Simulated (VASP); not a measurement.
# H2CO2 in VASP: further runs, part 2 of 2

VASP 6.6.1. The steps go on from the part before.

**5. Single point, r2SCAN+D3(BJ)**

Input file POSCAR:

```
H2CO2
1.0
    7.2684820000      0.0000000000      0.0000000000
    0.0000000000      7.2684820000      0.0000000000
    0.0000000000      0.0000000000      7.2684820000
H C O
8 4 8
Direct
    0.0571508604      0.4309152860      0.5857344078
    0.1453535965      0.4946149691      0.5867800182
    0.6873099500      0.4087648563      0.9491390362
    0.7190222112      0.3300414034      0.8837608733
    0.8141039628      0.2124377552      0.4194823623
    0.7433051358      0.2288510861      0.3494677431
    0.9013436368      0.7812773011      0.8896905846
    0.9162160682      0.6903092007      0.9173442268
    0.5931775025      0.8725480781      0.6148739173
    0.1113987763      0.8483889759      0.4684747104
    0.0436267160      0.2286447156      0.9258879640
    0.3276337480      0.7492073310      0.9826123254
    0.5784151354      0.9426177295      0.7618922355
    0.6025329636      0.8163327638      0.4635768514
   -0.0281902053      0.8516496292      0.3986939776
    0.2261545120      0.8495721665      0.5833542685
   -0.0029442186      0.1243175673      0.8063994655
    0.0973243106      0.2768666140      1.0634269989
    0.3770801111      0.6128790028      0.9037100181
    0.2657226089      0.8770194382      1.0498753385
```

Input file INCAR.step1:

```
PREC = Accurate
ENCUT = 520
ISMEAR = -1
SIGMA = 0.05
LREAL = Auto
LASPH = True
NELM = 60
NBANDS = 52
GGA = PE
ALGO = Normal
EDIFF = 1E-4
LWAVE = True
LCHARG = False
```

Input file INCAR.step2:

```
PREC = Accurate
ENCUT = 520
EDIFF = 1E-7
ISMEAR = -1
SIGMA = 0.05
LREAL = Auto
LASPH = True
NELM = 60
ALGO = Normal
ISIF = 2
LWAVE = False
LCHARG = False
METAGGA = R2SCAN
LMIXTAU = True
IVDW = 12
VDW_S6 = 1.0
VDW_S8 = 0.78981345
VDW_A1 = 0.49484001
VDW_A2 = 5.73083694
NBANDS = 52
ISTART = 1
```

Input file KPOINTS:

```
regular mesh
0
Gamma
  1 1 1
```

Potentials or basis: VASP PAW PBE potentials, release 64 (H, C, O).

Launch:

```sh
$ cat potpaw_PBE.64/H/POTCAR potpaw_PBE.64/C/POTCAR potpaw_PBE.64/O/POTCAR > POTCAR
$ cp INCAR.step1 INCAR
$ mpirun -np 1 vasp_gam > vasp.out
$ cp INCAR.step2 INCAR
$ mpirun -np 1 vasp_gam > vasp.out
```

OUTCAR:

```text
PREC = Accurate
   ENCUT = 520
   EDIFF = 1E-7
   ISMEAR = -1
   LREAL = Auto
   LASPH = True
   NELM = 60
   ISIF = 2
   METAGGA = R2SCAN
   IVDW = 12
   ISTART = 1
 IVDW          = 12

 ion  position               nearest neighbor table
   1  0.057  0.431  0.586-   2 0.79
   2  0.145  0.495  0.587-   1 0.79
   3  0.687  0.409  0.949-   4 0.78
   4  0.719  0.330  0.884-   3 0.78
   5  0.814  0.212  0.419-   6 0.73
   6  0.743  0.229  0.349-   5 0.73
   7  0.901  0.781  0.890-   8 0.70
   8  0.916  0.690  0.917-   7 0.70
   9  0.593  0.873  0.615-  14 1.18  13 1.19
  10  0.111  0.848  0.468-  15 1.13  16 1.18
  11  0.044  0.229  0.926-  18 1.13  17 1.20
  12  0.328  0.749  0.983-  20 1.14  19 1.20
  13  0.578  0.943  0.762-   9 1.19
  14  0.603  0.816  0.464-   9 1.18
  15  0.972  0.852  0.399-  10 1.13
  16  0.226  0.850  0.583-  10 1.18
  17  0.997  0.124  0.806-  11 1.20
  18  0.097  0.277  0.063-  11 1.13
  19  0.377  0.613  0.904-  12 1.20
  20  0.266  0.877  0.050-  12 1.14

[... 199 lines left out ...]
 cond. band min:       0.5683931269   @ k =   0.0000   0.0000   0.0000
 fundamental gap:      7.0595308938
 Fermi energy:        -5.1871038543

 k-point     1 :       0.0000    0.0000    0.0000
  band No.  band energies     occupation
      1     -28.5572      2.00000
      2     -28.5212      2.00000
      3     -28.3430      2.00000
      4     -27.7818      2.00000
      5     -27.0245      2.00000
      6     -26.7266      2.00000
[... 40 lines left out ...]
     47       3.6207      0.00000
     48       3.9595      0.00000
 [bands above 48 left out]

------------------------ aborting loop because EDIFF is reached ----------------------------------------

 Edisp (eV)   -0.32715

 E8    (eV) :    -0.0555

  FORCE on cell =-STRESS in cart. coord.  units (eV):
  Direction    XX          YY          ZZ          XY          YZ          ZX
  --------------------------------------------------------------------------------------
  -------------------------------------------------------------------------------------
  Total       3.99570    -1.66538    -0.49298    -0.43645    -1.60539     3.45860
  in kB      16.67143    -6.94853    -2.05686    -1.82103    -6.69824    14.43044
  external pressure =        2.56 kB  Pullay stress =        0.00 kB

 VOLUME and BASIS-vectors are now :
 -----------------------------------------------------------------------------
  energy-cutoff  :      520.00
  volume of cell :      384.00
      direct lattice vectors                 reciprocal lattice vectors
     7.268482000  0.000000000  0.000000000     0.137580309  0.000000000  0.000000000
     0.000000000  7.268482000  0.000000000     0.000000000  0.137580309  0.000000000
     0.000000000  0.000000000  7.268482000     0.000000000  0.000000000  0.137580309

 POSITION                                       TOTAL-FORCE (eV/Angst)
 -----------------------------------------------------------------------------------
      0.41540      3.13210      4.25740         1.164134      0.857885     -0.047604
      1.05650      3.59510      4.26500        -1.141676     -0.876245      0.037473
      4.99570      2.97110      6.89880         0.340150     -0.838081     -0.700024
      5.22620      2.39890      6.42360        -0.432304      0.834675      0.690592
      5.91730      1.54410      3.04900         0.205784     -0.048341      0.222866
      5.40270      1.66340      2.54010        -0.234237      0.060357     -0.207464
[... 12 lines left out ...]
      2.74080      4.45470      6.56860        -0.512596      2.158160      1.492679
      1.93140      6.37460      0.36252        -0.653763      2.138026      1.424942
 -----------------------------------------------------------------------------------
    total drift:                                0.000314     -0.008264      0.009706

  FREE ENERGIE OF THE ION-ELECTRON SYSTEM (eV)
  ---------------------------------------------------
  free  energy   TOTEN  =      -129.4561237886 eV

  energy  without entropy=     -129.4561237885  energy(sigma->0) =     -129.45612379
```

OUTCAR.step1:

```text
PREC = Accurate
   ENCUT = 520
   ISMEAR = -1
   LREAL = Auto
   LASPH = True
[... 306 lines left out ...]
      5.91730      1.54410      3.04900         0.399969     -0.079428      0.403565
      5.40270      1.66340      2.54010        -0.425801      0.113063     -0.402382
[... 12 lines left out ...]
      2.74080      4.45470      6.56860        -0.275220      1.466924      1.130617
      1.93140      6.37460      0.36252        -0.987721      2.813823      1.796083
 -----------------------------------------------------------------------------------
    total drift:                               -0.003386     -0.018915     -0.005971

  FREE ENERGIE OF THE ION-ELECTRON SYSTEM (eV)
  ---------------------------------------------------
  free  energy   TOTEN  =      -118.0360464520 eV

  energy  without entropy=     -118.0360464520  energy(sigma->0) =     -118.03604645
```

It took 84 s on 1 thread of Intel Xeon 6975P-C (Granite Rapids), shared host; peak memory 0.42 GiB.

What came out:

```
Free energy                : -129.4561 eV
Pressure                   : 0.3 GPa
Largest force              : 6.981 eV/Å
Band gap on the k mesh     : 7.06 eV, direct
Dispersion energy per atom : -0.016 eV
```

Forces on the atoms (eV/Å):
```
H    1.164  0.858 -0.048
H   -1.142 -0.876  0.037
H    0.340 -0.838 -0.700
H   -0.432  0.835  0.691
H    0.206 -0.048  0.223
H   -0.234  0.060 -0.207
H   -0.257  1.699 -0.503
H    0.269 -1.729  0.498
C   -0.409  1.031  0.386
C    2.217  0.257  4.216
C   -1.552 -5.398 -4.145
C    1.130 -4.324 -2.839
O    0.402 -0.985 -1.530
O    0.035  0.006  1.109
O   -2.733 -0.065 -3.000
O    0.522 -0.139 -1.251
O    0.263  2.437  0.597
O    1.378  2.923  3.547
O   -0.513  2.158  1.493
O   -0.654  2.138  1.425
```

Levels at points of the mesh, in eV from the valence-band top:
| k point | band 32 | band 33 | band 34 | band 35 | band 36 | band 37 | band 38 | band 39 | band 40 | band 41 |
| --- | --- | --- | --- | --- | --- | --- | --- | --- | --- | --- |
| (0.00, 0.00, 0.00) | -0.22 | -0.08 | -0.07 | -0.04 | 0.00 | 7.06 | 7.35 | 8.38 | 8.54 | 8.82 |

Caveat: the standard files for N, O and F lose accuracy on very short bonds; the PAW data sets were made with another functional, which shifts forces and pressure a little. r2SCAN opens gaps a little over a GGA but as a rule still falls short of measured ones.

**6. Single point, r2SCAN+D3(BJ)**

Input file POSCAR:

```
H2CO2
1.0
    7.2684820000      0.0000000000      0.0000000000
    0.0000000000      7.2684820000      0.0000000000
    0.0000000000      0.0000000000      7.2684820000
H C O
8 4 8
Direct
    0.0620762355      0.4228805960      0.5891739155
    0.1330539169      0.4864564568      0.5779336043
    0.7058282596      0.4099067728      0.9674372173
    0.7218701236      0.3454228820      0.9015500073
    0.8292102808      0.2144189117      0.3976208512
    0.7426585083      0.2585546748      0.3481607301
    0.8773358729      0.8032351184      0.8785190635
    0.8995963669      0.7061859684      0.9178119998
    0.5907423311      0.8756161190      0.6215878364
    0.1161590549      0.8512506463      0.4708823658
    0.0441220051      0.2206925738      0.9202058972
    0.3295873884      0.7471986585      0.9779621109
    0.5709445246      0.9368943887      0.7640109723
    0.6065915827      0.8187129032      0.4737577943
   -0.0339823363      0.8624771995      0.4050777040
    0.2330197695      0.8438763417      0.5773970411
   -0.0024489295      0.1250329849      0.7981721630
    0.1021808955      0.2697949861      1.0644313352
    0.3819779701      0.6112005230      0.9097773098
    0.2618978763      0.8790831428      1.0474264090
```

Input file INCAR.step1:

```
ALGO     = Normal         # electronic algorithm
EDIFF    = 1E-4           # SCF threshold, eV
ENCUT    = 520            # plane-wave cutoff, eV
GGA      = PE             # functional
ISMEAR   = -1             # smearing method
LASPH    = T              # aspherical terms in the spheres
LCHARG   = F              # write CHGCAR
LREAL    = Auto         
LWAVE    = T              # write WAVECAR
NBANDS   = 52             # bands
NELM     = 100            # most SCF steps
PREC     = Accurate       # precision mode
SIGMA    = 0.05           # smearing width, eV
```

Input file INCAR.step2:

```
ALGO     = Normal         # electronic algorithm
EDIFF    = 1E-7           # SCF threshold, eV
ENCUT    = 520            # plane-wave cutoff, eV
ISIF     = 2              # what is computed and relaxed
ISMEAR   = -1             # smearing method
ISTART   = 1            
IVDW     = 12             # dispersion correction
LASPH    = T              # aspherical terms in the spheres
LCHARG   = T              # write CHGCAR
LELF     = T              # ELF
LMIXTAU  = T            
LREAL    = Auto         
LVHAR    = T            
LWAVE    = F              # write WAVECAR
METAGGA  = R2SCAN         # meta-GGA
NBANDS   = 52             # bands
NELM     = 100            # most SCF steps
PREC     = Accurate       # precision mode
SIGMA    = 0.05           # smearing width, eV
VDW_A1   = 0.49484001   
VDW_A2   = 5.73083694   
VDW_S6   = 1.0          
VDW_S8   = 0.78981345
```

Input file KPOINTS:

```
k-points
0
Gamma
  1 1 1
```

Potentials or basis: VASP PAW PBE potentials, release 64 (H, C, O).

Launch:

```sh
$ cat potpaw_PBE.64/H/POTCAR potpaw_PBE.64/C/POTCAR potpaw_PBE.64/O/POTCAR > POTCAR
$ cp INCAR.step1 INCAR
$ mpirun -np 1 vasp_gam > vasp.out
$ cp INCAR.step2 INCAR
$ mpirun -np 1 vasp_gam > vasp.out
```

It took 86 s on 1 thread of Intel Xeon 6975P-C (Granite Rapids), shared host; peak memory 0.42 GiB.

It converged, with:

```yaml
Free_energy: -129.5351 eV
Pressure: 0.3 GPa
Largest_force: 4.894 eV/Å
Band_gap_on_the_k_mesh: 7.02 eV, direct
Dispersion_energy_per_atom: -0.016 eV
```

Forces on the atoms (eV/Å):
```
H   -1.406 -1.218  0.154
H    1.432  1.219 -0.176
H   -0.464  1.890  1.942
H    0.380 -1.900 -1.952
H   -1.232  0.601 -0.699
H    1.190 -0.598  0.713
H    0.286 -1.054  0.448
H   -0.224  0.982 -0.424
C    0.168 -0.794 -2.703
C   -4.863  0.517 -0.203
C    1.013 -2.115  2.077
C   -1.365  1.151  0.718
O   -0.265  1.500  3.527
O    0.162 -0.594 -0.916
O    2.545 -0.239 -0.365
O    2.275 -0.227  0.507
O   -0.183  1.287 -0.368
O   -0.738  0.798 -1.684
O    0.143  0.329  0.150
O    1.147 -1.537 -0.746
```

Stress tensor (GPa, compression positive):
```
-0.04  0.64 -0.41
 0.64 -0.52  0.73
-0.41  0.73  1.31
```

Levels at points of the mesh, in eV from the valence-band top:
| k point | band 33 | band 34 | band 35 | band 36 | band 37 | band 38 | band 39 | band 40 |
| --- | --- | --- | --- | --- | --- | --- | --- | --- |
| (0.00, 0.00, 0.00) | -0.08 | -0.08 | -0.02 | 0.00 | 7.02 | 7.34 | 8.52 | 8.79 |

Caveat: the standard files for N, O and F lose accuracy on very short bonds; the PAW data sets were made with another functional, which shifts forces and pressure a little.
